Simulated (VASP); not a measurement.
# KTaO3 (Pm-3m) in VASP: further runs

Aim: see how the results for KTaO3 move with the level of theory and the settings. Levels: HSE06, HSE03, PBE0, r2SCAN-EpsX. Tasks: band structure.

Program: VASP 6.6.1. These are calculated values, not measurements. Logs are shortened: lines on timing, memory, paths and dates and some standing lists are left out, and cuts for length are marked.

### Step 1. The structure

It takes space group Pm-3m (No. 221, cubic). The conventional cell has a = 3.988 Å, b = 3.988 Å, c = 3.988 Å, α = 90.00°, β = 90.00°, γ = 90.00°. Ta (site symmetry m-3m) is surrounded by 6 O at 1.99 Å. Around K (site symmetry m-3m) lie 12 O at 2.82 Å. O (site symmetry 4/mmm) has 2 Ta at 1.99 Å as nearest neighbours.

### Step 2. Band structure, HSE06

The input, POSCAR:

```
KTaO3
1.0
    3.9883000000      0.0000000000      0.0000000000
    0.0000000000      3.9883000000      0.0000000000
    0.0000000000      0.0000000000      3.9883000000
Ta K O
1 1 3
Direct
    0.0000000000      0.0000000000      0.0000000000
    0.5000000000      0.5000000000      0.5000000000
    0.0000000000      0.0000000000      0.5000000000
    0.0000000000      0.5000000000      0.0000000000
    0.5000000000      0.0000000000      0.0000000000
```

The input, INCAR.step1:

```
ALGO     = Normal         # electronic algorithm
EDIFF    = 1E-5           # SCF threshold, eV
ENCUT    = 520            # plane-wave cutoff, eV
GGA      = PE             # functional
ISIF     = 2              # what is computed and relaxed
ISMEAR   = 0              # smearing method
KPAR     = 4            
LASPH    = True           # aspherical terms in the spheres
LCHARG   = False          # write CHGCAR
LMAXMIX  = 4              # l up to which the mixer works
LREAL    = False          # projectors in reciprocal space
LWAVE    = True           # write WAVECAR
NELM     = 80             # most SCF steps
PREC     = Accurate       # precision mode
SIGMA    = 0.02           # smearing width, eV
```

The input, INCAR.step2:

```
ALGO     = Normal         # electronic algorithm
EDIFF    = 1E-6           # SCF threshold, eV
ENCUT    = 520            # plane-wave cutoff, eV
GGA      = PE             # functional
HFSCREEN = 0.2            # screening, 1/A
ISIF     = 2              # what is computed and relaxed
ISMEAR   = 0              # smearing method
ISTART   = 1            
KPAR     = 4            
LASPH    = True           # aspherical terms in the spheres
LCHARG   = False          # write CHGCAR
LHFCALC  = True           # exact exchange
LMAXMIX  = 4              # l up to which the mixer works
LREAL    = False          # projectors in reciprocal space
LWAVE    = False          # write WAVECAR
NELM     = 80             # most SCF steps
PREC     = Accurate       # precision mode
PRECFOCK = Fast         
SIGMA    = 0.02           # smearing width, eV
```

The input, KPOINTS:

```
k-points
0
Gamma
  4 4 4
```

The input, KPOINTS_OPT:

```
path GXMGRX,MR
8
line-mode
reciprocal
 0.0000000000  0.0000000000  0.0000000000  G
 0.0000000000  0.5000000000  0.0000000000  X

 0.0000000000  0.5000000000  0.0000000000  X
 0.5000000000  0.5000000000  0.0000000000  M

 0.5000000000  0.5000000000  0.0000000000  M
 0.0000000000  0.0000000000  0.0000000000  G

 0.0000000000  0.0000000000  0.0000000000  G
 0.5000000000  0.5000000000  0.5000000000  R

 0.5000000000  0.5000000000  0.5000000000  R
 0.0000000000  0.5000000000  0.0000000000  X

 0.5000000000  0.5000000000  0.0000000000  M
 0.5000000000  0.5000000000  0.5000000000  R
```

Potentials or basis: VASP PAW PBE potentials, release 64 (Ta_pv, K_sv, O).

Run with:

```console
$ cat potpaw_PBE.64/Ta_pv/POTCAR potpaw_PBE.64/K_sv/POTCAR potpaw_PBE.64/O/POTCAR > POTCAR
$ cp INCAR.step1 INCAR
$ mpirun -np 4 vasp_std > vasp.out
$ cp INCAR.step2 INCAR
$ mpirun -np 4 vasp_std > vasp.out
```

OUTCAR:

```text
EDIFF = 1E-6
   ENCUT = 520
   GGA = PE
   HFSCREEN = 0.2
   ISIF = 2
   ISMEAR = 0
   ISTART = 1
   LASPH = True
   LHFCALC = True
   LREAL = False
   NELM = 80
   PREC = Accurate
   PRECFOCK = Fast

 ion  position               nearest neighbor table
   1  0.000  0.000  0.000-   3 1.99   4 1.99   5 1.99   3 1.99   4 1.99   5 1.99   2 3.45   2 3.45
                             2 3.45   2 3.45   2 3.45   2 3.45   2 3.45   2 3.45
   2  0.500  0.500  0.500-   3 2.82   4 2.82   5 2.82   4 2.82   5 2.82   3 2.82   5 2.82   5 2.82
                             3 2.82   4 2.82   4 2.82   3 2.82   1 3.45   1 3.45   1 3.45   1 3.45
   3  0.000  0.000  0.500-   1 1.99   1 1.99   2 2.82   2 2.82   2 2.82   2 2.82
   4  0.000  0.500  0.000-   1 1.99   1 1.99   2 2.82   2 2.82   2 2.82   2 2.82
   5  0.500  0.000  0.000-   1 1.99   1 1.99   2 2.82   2 2.82   2 2.82   2 2.82

  LATTYP: Found a simple cubic cell.
 ALAT       =     3.9883000000

  Lattice vectors:

 A1 = (   3.9883000000,   0.0000000000,   0.0000000000)
 A2 = (   0.0000000000,   3.9883000000,   0.0000000000)
 A3 = (   0.0000000000,   0.0000000000,   3.9883000000)

Analysis of symmetry for initial positions (statically):
=====================================================================
 Subroutine PRICEL returns:
 Original cell was already a primitive cell.

 Routine SETGRP: Setting up the symmetry group for a
 simple cubic supercell.

 Subroutine GETGRP returns: Found 48 space group operations
 (whereof 48 operations were pure point group operations)
 out of a pool of 48 trial point group operations.

The static configuration has the point symmetry O_h .

Analysis of symmetry for dynamics (positions and initial velocities):
=====================================================================
 Subroutine PRICEL returns:
 Original cell was already a primitive cell.

 Routine SETGRP: Setting up the symmetry group for a
 simple cubic supercell.

 Subroutine GETGRP returns: Found 48 space group operations
 (whereof 48 operations were pure point group operations)
 out of a pool of 48 trial point group operations.

The dynamic configuration has the point symmetry O_h .

 Subroutine INISYM returns: Found 48 space group operations
 (whereof 48 operations are pure point group operations),
 and found     1 'primitive' translations

----------------------------------------------------------------------------------------

                                     Primitive cell

  volume of cell :      63.4400

  direct lattice vectors                    reciprocal lattice vectors
     3.988300000  0.000000000  0.000000000     0.250733395  0.000000000  0.000000000
     0.000000000  3.988300000  0.000000000     0.000000000  0.250733395  0.000000000
     0.000000000  0.000000000  3.988300000     0.000000000  0.000000000  0.250733395

  length of vectors
     3.988300000  3.988300000  3.988300000     0.250733395  0.250733395  0.250733395

  position of ions in fractional coordinates (direct lattice)
     0.000000000  0.000000000  0.000000000
     0.500000000  0.500000000  0.500000000
     0.000000000  0.000000000  0.500000000
     0.000000000  0.500000000  0.000000000
     0.500000000  0.000000000  0.000000000

  ion indices of the primitive-cell ions
   primitive index   ion index
                 1           1
                 2           2
                 3           3
                 4           4
                 5           5

----------------------------------------------------------------------------------------

 KPOINTS: k-points

Automatic generation of k-mesh.
 Grid dimensions read from file:
 generate k-points for:    4    4    4

 Generating k-lattice:

  Cartesian coordinates                     Fractional coordinates (reciprocal lattice)
     0.062683349  0.000000000  0.000000000     0.250000000  0.000000000  0.000000000
     0.000000000  0.062683349  0.000000000     0.000000000  0.250000000  0.000000000
     0.000000000  0.000000000  0.062683349     0.000000000  0.000000000  0.250000000

  Length of vectors
     0.062683349  0.062683349  0.062683349

  Shift w.r.t. Gamma in fractional coordinates (k-lattice)
     0.000000000  0.000000000  0.000000000

 Subroutine IBZKPT returns following result:
 ===========================================

 Found     10 irreducible k-points:

 Following reciprocal coordinates:
            Coordinates               Weight
  0.000000  0.000000  0.000000      1.000000
  0.250000  0.000000  0.000000      6.000000
  0.500000  0.000000  0.000000      3.000000
  0.250000  0.250000  0.000000     12.000000
  0.500000  0.250000  0.000000     12.000000
  0.500000  0.500000  0.000000      3.000000
  0.250000  0.250000  0.250000      8.000000
  0.500000  0.250000  0.250000     12.000000
  0.500000  0.500000  0.250000      6.000000
  0.500000  0.500000  0.500000      1.000000
   k-points           NKPTS =     10   k-points in BZ     NKDIM =     64   number of bands    NBANDS=     23
   number of dos      NEDOS =    301   number of ions     NIONS =      5
   total plane-waves  NPLWV =  27000
   dimension x,y,z NGX =    30 NGY =   30 NGZ =   30
   dimension x,y,z NGXF=    60 NGYF=   60 NGZF=   60
   ions per type =               1   1   3
   NGX,Y,Z   is equivalent  to a cutoff of  12.51, 12.51, 12.51 a.u.
   NGXF,Y,Z  is equivalent  to a cutoff of  25.01, 25.01, 25.01 a.u.
 SYSTEM =  unknown system
   PREC   = accura    normal or accurate (medium, high low for compatibility)
   ISTART =      1    job   : 0-new  1-cont  2-samecut
   ICHARG =      0    charge: 1-file 2-atom 10-const
   ISPIN  =      1    spin polarized calculation?
   LNONCOLLINEAR =      F non collinear calculations
   LSORBIT =      F    spin-orbit coupling
   LASPH  =      T    aspherical Exc in radial PAW
   ENCUT  =  520.0 eV  38.22 Ry    6.18 a.u.   7.42  7.42  7.42*2*pi/ulx,y,z
   NELM   =     80;   NELMIN=  2; NELMDL=  0     # of ELM steps
   EDIFF  = 0.1E-05   stopping-criterion for ELM
   LREAL  =      F    real-space projection
   EDIFFG = 0.1E-04   stopping-criterion for IOM
   NSW    =      0    number of steps for IOM
   IBRION =     -1    ionic relax: 0-MD 1-quasi-New 2-CG
   NFREE  =      0    steps in history (QN), initial steepest desc. (CG)
   ISIF   =      2    stress and relaxation
   ISYM   =      3    0-nonsym 1-usesym 2-fastsym
   POTIM  = 0.5000    time-step for ionic-motion
   TEBEG  =    0.0;   TEEND  =   0.0 temperature during run
   PSTRESS=    0.0 pullay stress
   NELECT =      38.0000    total number of electrons
   NUPDOWN=      -1.0000    fix difference up-down
   EMIN   =  10.00;   EMAX   =-10.00  energy-range for DOS
   EFERMI =   0.00;   METHOD = LEGACY
   ISMEAR =     0;   SIGMA  =   0.02  broadening in eV -4-tet -1-fermi 0-gaus
   EFERMI_NEDOS =   21; number of points for ismear=-14 and -15
   IALGO  =     38    algorithm
   IMIX   =      1    mixing-type and parameters
     AMIX     =   0.40;   BMIX     =  1.00
     AMIX_MAG =   1.60;   BMIX_MAG =  1.00
  volume/ion in A,a.u.               =      12.69        85.62
  Fermi-wavevector in a.u.,A,eV,Ry     =   1.380008  2.607837 25.911228  1.904422
  Thomas-Fermi vector in A             =   2.504925
   LORBIT       =      0    0 simple, 1 ext, 2 COOP (PROOUT), +10 PAW based schemes
   GGA     = PE    functional components
   LHFCALC =     T    Hartree Fock is set to
   PRECFOCK=fast      Normal, Fast or Accurate (Low or Medium for compatibility)
   ENCUT4O =  -1.0   cutoff for four orbital integrals eV
   NKREDX  =     1    reduce k-point grid by
   NKREDY  =     1    reduce k-point grid by
   NKREDZ  =     1    reduce k-point grid by
   AEXX    =    0.2500 exact exchange contribution
   HFSCREEN=    0.2000 screening length (either q_TF or 0.3 A-1)
   HFSCREENC=   0.2000 screening length for correlation (either q_TF or 0.3 A-1)
   ENCUTFOCK=  -1.0 apply spherical cutoff to Coloumb kernel
   IVDW    =     0    specifies the selected vdW correction
   LEPSILON=     F    determine dielectric tensor
   LRPA    =     F    only Hartree local field effects (RPA)
 non-spin polarized calculation
 Gauss-broadening in eV      SIGMA  =   0.02
  energy-cutoff  :      520.00
  volume of cell :       63.44
 maximum number of plane-waves:      1743
 NGX is ok and might be reduce to    30
  NGX = 16; NGY = 16; NGZ = 16

 number of electron      37.9999976 magnetization

 Free energy of the ion-electron system (eV)
  ---------------------------------------------------
  ext. energy  EPLUGINS =         0.00000000
  ---------------------------------------------------
  free energy    TOTEN  =       -49.46691972 eV

  energy without entropy =      -49.46691972  energy(sigma->0) =      -49.46691972

 E-fermi :   0.8104     XC(G=0):  -8.9204

 val. band max:        0.6889529801   @ k =   0.5000   0.5000   0.5000
 cond. band min:       4.1947754553   @ k =   0.0000   0.0000   0.0000
 fundamental gap:      3.5058224753
 Fermi energy:         0.8104026930

 k-point     1 :       0.0000    0.0000    0.0000
  band No.  band energies     occupation
      1     -35.3961      2.00000
      2     -35.3961      2.00000
      3     -35.3961      2.00000
      4     -28.5505      2.00000
      5     -18.5173      2.00000
      6     -17.7779      2.00000
[... 15 lines left out ...]
     22       4.1948      0.00000
     23       8.9993      0.00000

 k-point     2 :       0.2500    0.0000    0.0000
  band No.  band energies     occupation
      1     -35.4492      2.00000
      2     -35.3927      2.00000
      3     -35.3927      2.00000
      4     -28.5354      2.00000
      5     -18.4053      2.00000
      6     -17.7656      2.00000
[... 15 lines left out ...]
     22       5.7671      0.00000
     23       8.9546      0.00000
[... 180 lines left out ...]
     22       8.8275      0.00000
     23      11.6361      0.00000

 k-point    10 :       0.5000    0.5000    0.5000
  band No.  band energies     occupation
      1     -35.4871      2.00000
      2     -35.4871      2.00000
      3     -35.4871      2.00000
      4     -28.4894      2.00000
      5     -16.7451      2.00000
      6     -16.7451      2.00000
[... 15 lines left out ...]
     22       8.8980      0.00000
     23      11.4537      0.00000

------------------------ aborting loop because EDIFF is reached ----------------------------------------

  FORCE on cell =-STRESS in cart. coord.  units (eV):
  Direction    XX          YY          ZZ          XY          YZ          ZX
  --------------------------------------------------------------------------------------
  -------------------------------------------------------------------------------------
  Total        0.0017658      0.0017658      0.0017658     -0.0000000     -0.0000000      0.0000000
  in kB        0.0445948      0.0445948      0.0445948     -0.0000000     -0.0000000      0.0000000
  external PRESSURE =       0.0445948 kB  Pullay stress =       0.0000000 kB

 VOLUME and BASIS-vectors are now :
 -----------------------------------------------------------------------------
  energy-cutoff  :      520.00
  volume of cell :       63.44
      direct lattice vectors                 reciprocal lattice vectors
     3.988300000  0.000000000  0.000000000     0.250733395  0.000000000  0.000000000
     0.000000000  3.988300000  0.000000000     0.000000000  0.250733395  0.000000000
     0.000000000  0.000000000  3.988300000     0.000000000  0.000000000  0.250733395

 POSITION                                       TOTAL-FORCE (eV/Angst)
 -----------------------------------------------------------------------------------
      0.00000      0.00000      0.00000         0.000000      0.000000      0.000000
      1.99415      1.99415      1.99415         0.000000      0.000000      0.000000
      0.00000      0.00000      1.99415         0.000000      0.000000      0.000000
      0.00000      1.99415      0.00000         0.000000      0.000000      0.000000
      1.99415      0.00000      0.00000         0.000000      0.000000      0.000000
 -----------------------------------------------------------------------------------
    total drift:                                0.000000     -0.000001     -0.000001

  FREE ENERGIE OF THE ION-ELECTRON SYSTEM (eV)
  ---------------------------------------------------
  free  energy   TOTEN  =       -49.4669197208 eV

  energy  without entropy=      -49.4669197208  energy(sigma->0) =      -49.46691972
```

Run time: 6.6 min. Hardware: 4 MPI ranks of Intel Xeon 6975P-C (Granite Rapids), shared host; peak memory 0.3 GiB.

What came out:

| Property | Result |
| --- | --- |
| Free energy | -49.4669 eV |
| Pressure | 0.0 GPa |
| Band gap on the k mesh | 3.51 eV, indirect (least direct gap 4.16 eV) |
| Band gap along the path | 3.51 eV, indirect (least direct gap 4.16 eV) |

Levels at the corners of the path, in eV from the valence-band top:
```
point  band 16  band 17  band 18  band 19  band 20  band 21  band 22  band 23
    Γ    -1.13    -0.65    -0.65    -0.65     3.51     3.51     3.51     8.26
    X    -2.29    -1.60    -0.90    -0.90     3.67     6.57     6.57     8.28
    X    -2.29    -1.60    -0.90    -0.90     3.67     6.57     6.57     8.28
    M    -1.83    -1.55    -1.55    -0.04     6.61     6.61     8.06     9.27
    M    -1.83    -1.55    -1.55    -0.04     6.61     6.61     8.06     9.27
    Γ    -1.13    -0.65    -0.65    -0.65     3.51     3.51     3.51     8.25
    Γ    -1.13    -0.65    -0.65    -0.65     3.51     3.51     3.51     8.25
    R    -4.21     0.00     0.00     0.00     8.21     8.21     8.21    10.76
    R    -4.21     0.00     0.00     0.00     8.21     8.21     8.21    10.76
    X    -2.29    -1.60    -0.90    -0.90     3.67     6.57     6.57     8.28
    M    -1.83    -1.55    -1.55    -0.04     6.61     6.61     8.06     9.27
    R    -4.21     0.00     0.00     0.00     8.21     8.21     8.21    10.76
```

Caveat: the PAW data sets were made with another functional, which shifts forces and pressure a little; spin-orbit coupling is left out, which moves the levels of the heavy elements.

### Step 3. Band structure, HSE03

POSCAR is that of step 2.

INCAR.step1 is that of step 2.

INCAR.step2: that of step 2 with these lines changed.

```diff
@@ -4,3 +4,3 @@
 GGA      = PE             # functional
-HFSCREEN = 0.2            # screening, 1/A
+HFSCREEN = 0.3            # screening, 1/A
 ISIF     = 2              # what is computed and relaxed
```

KPOINTS is that of step 2.

KPOINTS_OPT is that of step 2.

Potentials or basis: VASP PAW PBE potentials, release 64 (Ta_pv, K_sv, O).

Run with:

```console
$ cat potpaw_PBE.64/Ta_pv/POTCAR potpaw_PBE.64/K_sv/POTCAR potpaw_PBE.64/O/POTCAR > POTCAR
$ cp INCAR.step1 INCAR
$ mpirun -np 4 vasp_std > vasp.out
$ cp INCAR.step2 INCAR
$ mpirun -np 4 vasp_std > vasp.out
```

It took 7.4 min on 4 MPI ranks of Intel Xeon 6975P-C (Granite Rapids), shared host; peak memory 0.3 GiB.

It converged, with:

| Quantity | Value |
| --- | --- |
| Free energy | -48.2257 eV |
| Pressure | 0.3 GPa |
| Band gap on the k mesh | 3.24 eV, indirect (least direct gap 3.91 eV) |
| Band gap along the path | 3.24 eV, indirect (least direct gap 3.91 eV) |

Levels at the corners of the path, in eV from the valence-band top:
| point | band 16 | band 17 | band 18 | band 19 | band 20 | band 21 | band 22 | band 23 |
| --- | --- | --- | --- | --- | --- | --- | --- | --- |
| Γ | -1.14 | -0.67 | -0.67 | -0.67 | 3.24 | 3.24 | 3.24 | 7.97 |
| X | -2.27 | -1.60 | -0.91 | -0.91 | 3.40 | 6.27 | 6.27 | 8.00 |
| X | -2.27 | -1.60 | -0.91 | -0.91 | 3.40 | 6.27 | 6.27 | 8.00 |
| M | -1.83 | -1.54 | -1.54 | -0.04 | 6.31 | 6.31 | 7.74 | 8.98 |
| M | -1.83 | -1.54 | -1.54 | -0.04 | 6.31 | 6.31 | 7.74 | 8.98 |
| Γ | -1.14 | -0.67 | -0.67 | -0.67 | 3.24 | 3.24 | 3.24 | 7.97 |
| Γ | -1.14 | -0.67 | -0.67 | -0.67 | 3.24 | 3.24 | 3.24 | 7.97 |
| R | -4.18 | 0.00 | 0.00 | 0.00 | 7.89 | 7.89 | 7.89 | 10.46 |
| R | -4.18 | 0.00 | 0.00 | 0.00 | 7.89 | 7.89 | 7.89 | 10.46 |
| X | -2.27 | -1.60 | -0.91 | -0.91 | 3.40 | 6.27 | 6.27 | 8.00 |
| M | -1.83 | -1.54 | -1.54 | -0.04 | 6.31 | 6.31 | 7.74 | 8.98 |
| R | -4.18 | 0.00 | 0.00 | 0.00 | 7.89 | 7.89 | 7.89 | 10.46 |

Caveat: the PAW data sets were made with another functional, which shifts forces and pressure a little; spin-orbit coupling is left out, which moves the levels of the heavy elements.

[end of part 1 of 2]
